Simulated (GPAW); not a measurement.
**Zr: single point with PBE**

The system is Zr.

```
CELL_PARAMETERS angstrom
3.23200 0.00000 0.00000
-1.61600 2.79899 0.00000
0.00000 0.00000 5.14700
ATOMIC_POSITIONS crystal
Zr 0.66667 0.33333 0.75000
Zr 0.33333 0.66667 0.25000
```

| Item | Value |
| --- | --- |
| Program | GPAW 26.7.0 |
| Task | single point |
| Functional | PBE |
| Potentials or basis | GPAW PAW data sets (gpaw-data 1.2.1) |
| Cutoff | 600 eV |
| Basis | pw |
| k mesh | 9 × 9 × 5 |
| Occupations | gaussian, width 0.02 eV |
| Spin | no spin polarisation |
| Maxiter | 150 |

| Property | Result |
| --- | --- |
| Pressure | 0.2 GPa |
| Band gap on the k mesh | none (metal or under the smearing width) |

Stress tensor (GPa, compression positive):
```
-0.09  0.00  0.00
 0.00 -0.09  0.00
 0.00  0.00  0.91
```

Levels at points of the mesh, in eV from the Fermi level:
```tsv
k point	band 10	band 11	band 12	band 13	band 14	band 15
(0.00, 0.00, 0.00)	-3.06	0.82	0.82	0.97	1.13	1.51
```

It took 22 s on 1 thread of Arm Neoverse V2 (shared host), peak memory 0.18 GiB.
